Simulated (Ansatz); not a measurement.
# Structure search for CsH₂

These are results of DFT PBE, scalar-relativistic, plane waves, PAW (Ansatz), not measurements. All cells share a 420 eV cutoff and Γ-centred k meshes spaced at most about 0.3 Å⁻¹ (about 0.25 or finer for metals, 2π included). No spin polarisation.

Formation energies are uncorrected and refer to the elements' standard structures at the same level (H₂ as a molecule).

These are static total energies at zero pressure. Larger cells and other orderings weren't all tried, so the list isn't exhaustive. The k mesh leaves some 4 meV/atom of noise in the energy of each metallic cell. With hydrogen, zero-point motion can shift formation energies by some tens of meV/atom.

Invented guesses were relaxed alike, and ends that match in structure were merged. ΔE counts from the first row. Coordination counts H atoms around Cs (those within 1.25 times the shortest such distance or 1.15 times the sum of covalent radii; a plus sign parts nearer from farther groups). The ends were matched against large subsets of the Crystallography Open Database and the Materials Project, so a missing match doesn't prove that a structure is unreported.

| # | reached from | type and space group | atoms | Å³/atom | coordination | ΔE (meV/atom) | gap on mesh (eV) | in databases |
| --- | --- | --- | --- | --- | --- | --- | --- | --- |
| 1 | a relaxed cell, shaken at random and relaxed again | P-1 (No. 2) | 6 | 39.0 | Cs 6+1 | 0 | 0.00 | no match |
| 2 | ordered vacancies on the cation sites of nickel arsenide, changed on relaxing | Immm (No. 71) | 3 | 51.4 | Cs 4 | 50 | 0.00 | no match |
| 3 | Mg2Rh type (I4/mmm) | CaC2, I4/mmm (No. 139) | 3 | 42.9 | Cs 8+2 | 51 | 0.00 | no match |
| 4 | rutile type (P4_2/mnm) | P4_2/mnm (No. 136) | 6 | 45.5 | Cs 4+2+4 | 54 | 0.00 | no match |
| 5 | AlB2 type (P6/mmm) | AlB2, P6/mmm (No. 191) | 3 | 19.3 | Cs 12 | 458 | 0.00 | no match |
| 6 | Cu2Sb type (P4/nmm) | P4/nmm (No. 129) | 6 | 20.6 | Cs 5+4 | 547 | 0.00 | no match |
| 7 | Au2S type (Pn-3m) | anti-cuprite, Pn-3m (No. 224) | 6 | 46.3 | Cs 4 | 838 | 0.00 | no match |

The lowest: Space group P-1 (No. 2), triclinic, a = 5.041 Å, b = 5.381 Å, c = 8.651 Å, α = 94.1°, β = 90.5°, γ = 92.1°. Cs is surrounded by 6 H at 3.26–3.49 Å and 1 H at 4.02 Å; H on its first site is surrounded by 1 H at 0.78 Å, 2 H at 2.68–2.69 Å, 2 H at 2.78–2.79 Å and 3 Cs at 3.29–3.44 Å; H on its second site is surrounded by 1 H at 0.78 Å, 2 H at 2.68–2.69 Å, 2 H at 2.81 Å, 1 Cs at 3.26 Å and 2 Cs at 3.47–3.49 Å. Its energy over the elements is +0.02 eV/atom. The formation energy is too near zero to say whether this cell lies below the elements. An observed structure of this formula, if there is one, may be missing.

```yaml
crystal:
  lattice:
    - [5.04138, 0.00000, 0.00000]
    - [-0.19340, 5.37801, 0.00000]
    - [-0.07861, -0.62915, 8.62774]
  atoms:
    - { symbol: Cs, position: [0.25418, 0.77370, 0.73800] }
    - { symbol: Cs, position: [0.74582, 0.22630, 0.26200] }
    - { symbol: H, position: [0.75395, 0.60079, 0.97758] }
    - { symbol: H, position: [0.24605, 0.39921, 0.02242] }
    - { symbol: H, position: [0.25175, 0.52702, 0.07094] }
    - { symbol: H, position: [0.74825, 0.47298, 0.92906] }
```

The second: Space group Immm (No. 71), orthorhombic, a = 5.337 Å, b = 6.972 Å, c = 8.286 Å. Cs is surrounded by 4 H at 3.51 Å; H is surrounded by 1 H at 0.76 Å and 2 Cs at 3.51 Å. Counting H atoms around Cs, the first has Cs 6+1 and the second has Cs 4. The first and the second both hold H–H pairs as short as in free H₂ molecules. Cells relaxed within their symmetry can be saddle points. Some structure types and database cells were kept out of the candidates from the start, so a known form may be missing.
